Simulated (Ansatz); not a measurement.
Turn this script for Ansatz 0.2.0, Python API into the input file that the command-line program reads.

Notebook, run cell by cell (the value of a cell's last expression is shown):

**Cell 1**
```python
from pathlib import Path
import warnings

import ansatz
import numpy as np
```

**Cell 2**
```python
warnings.simplefilter('ignore', ansatz.DeckWarning)

gan = (
    ansatz.Lattice.of([0.0, 2.2535, 2.2535], [2.2535, 0.0, 2.2535], [2.2535, 2.2535, 0.0])
    .atom('Ga', [0.0, 0.0, 0.0])
    .atom('N', [0.75, 0.75, 0.75])
)
```

**Cell 3**
```python
len(gan.resolved().sites)
```
Output:
```text
2
```

**Cell 4**
```python
calculation = (
    gan.calculation()
    .functional('pbesol')
    .scf(self_checks='high')
    .occupations(ansatz.OccupationsMethod.FIXED)
    .mixing('broyden', ndim=12, beta=0.4)
    .basis(39 * ansatz.Ry)
    .kpoints(8, 8, 8)
    .phonons('dfpt', dielectric=True, lo_to_directions=[(1, 1, 1)])
)
done = calculation.run(threads=1, runs_dir='runs')
ph = done.phonons

print('Gamma modes (1/cm):', ' '.join(f'{w:.1f}' for w in ph.gamma_omega_inv_cm))
print('in meV:', ' '.join(f'{w * 0.1239842:.2f}' for w in ph.gamma_omega_inv_cm))
field = done.phonons_dielectric
print('eps_inf diagonal:', np.round(np.diag(field.eps_inf), 3))
for site, z in zip(done.lattice.sites, field.zstar_e):
    print(f'Born charge {site.symbol:2s}', np.round(np.diag(z), 3) + 0.0)
rows = (Path(done.output_folder) / 'results' / 'optical_modes.tsv').read_text().splitlines()
for line in rows:
    if not line.startswith('#'):
        print('  '.join(f'{float(v):.3f}' for v in line.split()[:8]))
```
Output:
```text
RunWarning: field response: ε∞ stands inside a basis, on 8×8×8 points; the force constants stand on the 8×8×8 k-mesh, whose period is 11.38 times the interband length at k = (0.0000, 0.0000, 0.0000), direct gap 1.666 eV, under 14: take them and everything formed from them as unconverged, and compare with a denser kpoints.mp_grid
Gamma modes (1/cm): 0.0 0.0 0.0 532.3 532.3 532.3
in meV: 0.00 0.00 0.00 65.99 65.99 65.99
eps_inf diagonal: [6.046 6.046 6.046]
Born charge Ga [2.662 2.662 2.662]
Born charge N  [-2.662 -2.662 -2.662]
0.000  0.000  0.000  532.263  3.000  42.046  0.607  0.000
0.577  0.577  0.577  532.263  2.000  28.031  0.405  -0.202
0.577  0.577  0.577  706.622  1.000  14.015  0.202  0.202
```

`input.yaml`:
```yaml
crystal:
  lattice:
    - [0.0, 2.2535, 2.2535]
    - [2.2535, 0.0, 2.2535]
    - [2.2535, 2.2535, 0.0]
  atoms:
    - { symbol: Ga, position: [0.0, 0.0, 0.0] }
    - { symbol: "N", position: [0.75, 0.75, 0.75] }
basis:
  ecutwfc: 530.622031796766
kpoints:
  mp_grid:
    grid: [8, 8, 8]
hamiltonian:
  xc: pbesol
scf:
  self_checks: high
  mixing:
    algorithm: broyden
    beta: 0.4
    ndim: 12
  occupations:
    method: fixed
phonons:
  method: dfpt
  dielectric: true
  lo_to_directions:
    - [1.0, 1.0, 1.0]
```

What to keep in mind:
- These settings explore the input space; cutoff and mesh may be short of convergence.
- The cell isn't relaxed first, so the values belong to this volume.
- The mesh doesn't settle the field response to the digits printed.
- The structure comes from a database of computed cells and needn't be a stable or known phase.
- Warnings are shown shortened and without file and line.
- The structure is taken as given; imaginary modes can come from an unrelaxed or unstable start.
- The script silences the warnings on its input, which a real study should read.
- It ran for 35 s on 1 thread of Arm Neoverse V1, on a shared host, peak memory 0.53 GiB.

(Lines on the test bed's own set-up are left out of the output.)
